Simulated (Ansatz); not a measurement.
The system is CoO.

```
Co O
1.0
     3.19765    0.00000    0.00000
    -1.59882    2.76924    0.00000
     0.00000    0.00000    5.22871
Co O
2 2
Direct
  0.33333 0.66667 0.50336
  0.00000 0.00000 0.00347
  0.33333 0.66667 0.87156
  0.00000 0.00000 0.37161
```

Measurements of this composition are mostly on another form, of space group No. 225.

| Property | Result |
| --- | --- |
| Program | Ansatz 0.2.0 |
| Task | single point |
| Functional | PBEsol |
| Potentials or basis | all-electron LAPW, scalar-relativistic |
| Cutoff | 448 eV (chosen from the basis error) |
| Basis error allowed | 0.001 eV/atom |
| k mesh | 10 × 10 × 5 |
| Occupations | fermi-dirac, width 0.05 eV |
| Spin | collinear spin, ferromagnetic start |
| Starting moments | [2.0, 2.0, 0.0, 0.0] μB |

On this cell: pressure -9.6 GPa; largest force 0.125 eV/Å; net moment 0.00 μB per cell; site moments Co +2.22, -2.22; O -0.16, +0.16 μB; band gap on the k mesh none (metal or under the smearing width).

The same run follows on a disturbed copy (atoms moved at random, drawn with an rms of 0.05 Å):

```xyz
4
Lattice="3.1976 0.0000 0.0000 -1.5988 2.7692 0.0000 0.0000 0.0000 5.2287" Properties=species:S:1:pos:R:3 pbc="T T T"
Co   -0.0087    1.8761    2.5932
Co    0.0263    0.0192    0.0067
O     0.0353    1.8363    4.5096
O    -0.0136   -0.0645    1.9377
```

**Question.** What changes?

**Answer.** The energy (extrapolated to zero smearing) moves by +5.8 meV/atom; pressure -9.6 GPa; largest force 0.514 eV/Å; net moment -0.04 μB per cell; site moments Co +2.19, -2.23; O -0.16, +0.16 μB; band gap on the k mesh none (metal or under the smearing width).

Forces in eV/Å, atoms in the order of the input:
```
Co  -0.041 -0.303  0.206
Co   0.021 -0.095  0.048
O   -0.056  0.058  0.125
O    0.076  0.340 -0.378
```

Stress tensor (GPa, compression positive):
```
 -8.68   0.45   0.00
  0.45 -11.38  -0.69
  0.00  -0.69  -8.61
```

Caveats: semilocal functionals often make such compounds metallic where correlation or magnetic order opens a gap, which also shifts bond lengths; the starting moments weren't kept.
